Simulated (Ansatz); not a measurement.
# HfO2: the cost of one run

Method: DFT PBE, scalar-relativistic, plane waves, PAW, in Ansatz 0.2.0.

## (1) The structure to begin with

Symmetry: P2_1/c, No. 14, monoclinic system. The conventional cell has a = 5.161 Å, b = 5.212 Å, c = 5.352 Å, α = 90.00°, β = 99.65°, γ = 90.00°. Hf (site symmetry 1) is surrounded by 7 O at 2.05 to 2.27 Å. O (site symmetry 1) has 4 Hf at 2.16 to 2.27 Å as nearest neighbours. Around O (site symmetry 1) lie 3 Hf at 2.05 to 2.15 Å.

As a file:

```
CELL_PARAMETERS angstrom
5.16084 0.00000 -0.01534
0.00000 5.21219 0.00000
-0.88148 0.00000 5.27872
ATOMIC_POSITIONS crystal
Hf 0.27572 0.04286 0.20840
Hf 0.72428 0.54286 0.29160
Hf 0.72428 0.95714 0.79160
Hf 0.27572 0.45714 0.70840
O 0.44913 0.75722 0.47670
O 0.55087 0.25722 0.02330
O 0.55087 0.24278 0.52330
O 0.44913 0.74278 0.97670
O 0.06720 0.32874 0.34837
O 0.93280 0.82874 0.15163
O 0.93280 0.67126 0.65163
O 0.06720 0.17126 0.84837
```

This cell was relaxed beforehand with the same method: volume 11.83 Å³/atom, gap on the mesh 4.04 eV.

## (2) A stricter relaxation

The response runs start from a cell at rest, found with their own mesh and filling of the bands.

Input file input.yaml:

```yaml
crystal:
  lattice:
    - [5.1608408625, 0.0, -0.0153390586]
    - [0.0, 5.2121898913, 0.0]
    - [-0.8814769871, 0.0, 5.278723738]
  atoms:
    - { symbol: Hf, position: [0.2757243771, 0.0428613274, 0.2084023826] }
    - { symbol: Hf, position: [0.7242756229, 0.5428613274, 0.2915976174] }
    - { symbol: Hf, position: [0.7242756229, 0.9571386726, 0.7915976174] }
    - { symbol: Hf, position: [0.2757243771, 0.4571386726, 0.7084023826] }
    - { symbol: O, position: [0.4491331776, 0.7572235638, 0.4767005036] }
    - { symbol: O, position: [0.5508668224, 0.2572235638, 0.0232994964] }
    - { symbol: O, position: [0.5508668224, 0.2427764362, 0.5232994964] }
    - { symbol: O, position: [0.4491331776, 0.7427764362, 0.9767005036] }
    - { symbol: O, position: [0.0672019312, 0.3287421748, 0.3483696698] }
    - { symbol: O, position: [0.9327980688, 0.8287421748, 0.1516303302] }
    - { symbol: O, position: [0.9327980688, 0.6712578252, 0.6516303302] }
    - { symbol: O, position: [0.0672019312, 0.1712578252, 0.8483696698] }
basis:
  ecutwfc: 420
kpoints:
  mp_grid: { grid: [6, 6, 6] }
hamiltonian:
  xc: pbe
scf:
  occupations: { method: fixed }
output:
  forces: true
  stress: true
  eigenvalues: true
relax:
  adjacent_minimum: "off"
  f_tol: 0.001
  max_steps: 60
  cell: { stress_tol: 0.01 }
```

Command:

```
$ ansatz run input.yaml --threads 8 --pin off --max-ram 22528MiB --backend cpu --events-out ev --progress --plain --runs-dir out
```

Q: Estimate wall time and peak memory on 8 threads of Arm Neoverse V2, shared host.

About 63 s, with a peak of 1.3 GiB.
